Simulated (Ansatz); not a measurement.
HfB$_{2}$, DFT, PBE, all-electron PAW with datasets made for the crystal, scalar-relativistic (Ansatz 0.2.0), run on 1 thread of Arm Neoverse V1 on a shared host.

The cell is COD entry 1510711, as deposited and not checked against the literature; nothing was relaxed.

Command: `ansatz run input.yaml --threads 1 --pin off --max-ram 4096MiB --backend cpu --events-out ev --progress --plain --runs-dir out`

```yaml
crystal:
  lattice:
    - [3.1400001005, 0.0, 0.0]
    - [-1.5700000503, 2.7193198549, 0.0]
    - [0.0, 0.0, 3.48]
  atoms:
    - { symbol: Hf, position: [0.0, 0.0, 0.0] }
    - { symbol: B, position: [0.3333333333, 0.6666666667, 0.5] }
    - { symbol: B, position: [0.6666666667, 0.3333333333, 0.5] }
kpoints:
  mp_grid: { grid: [15, 15, 12] }
  band_path:
    path:
      - [0.0, 0.0, 0.0]
      - [0.5, 0.0, 0.0]
      - [0.3333333333, 0.3333333333, 0.0]
      - [0.0, 0.0, 0.0]
      - [0.0, 0.0, 0.5]
      - [0.5, 0.0, 0.5]
      - [0.3333333333, 0.3333333333, 0.5]
      - [0.0, 0.0, 0.5]
      - [0.5, 0.0, 0.5]
    npoints: 8
scf:
  occupations: { method: fermi_dirac, width: 0.03 }
hamiltonian:
  xc: pbe
  pseudopotentials: { kind: all_electron, datasets: crystal }
output:
  forces: true
  stress: true
  eigenvalues: true
  efg: { contact_densities: true }
```

Q: How large is the problem that the program sets up?

A: 189 irreducible k-points, 563 plane waves at Γ, 20 bands.

Q: Estimate the wall time and the peak memory.

A: 46 s of wall time for 9 SCF iterations, with a peak of 0.86 GiB. Times on shared machines scatter by tens of per cent.

Q: And the same cell and mesh by all-electron LAPW, asked for forces, stress, eigenvalues, populations, dos and the same band path, on the same hardware?

A: 59 s, peak memory 0.68 GiB.

Q: And the same cell and mesh by PAW (frozen-core files), asked for forces, stress, eigenvalues, efg, populations, bader, dos, write_density, write_potential, elf and the same band path, on the same hardware?

A: 25 s, peak memory 0.44 GiB.
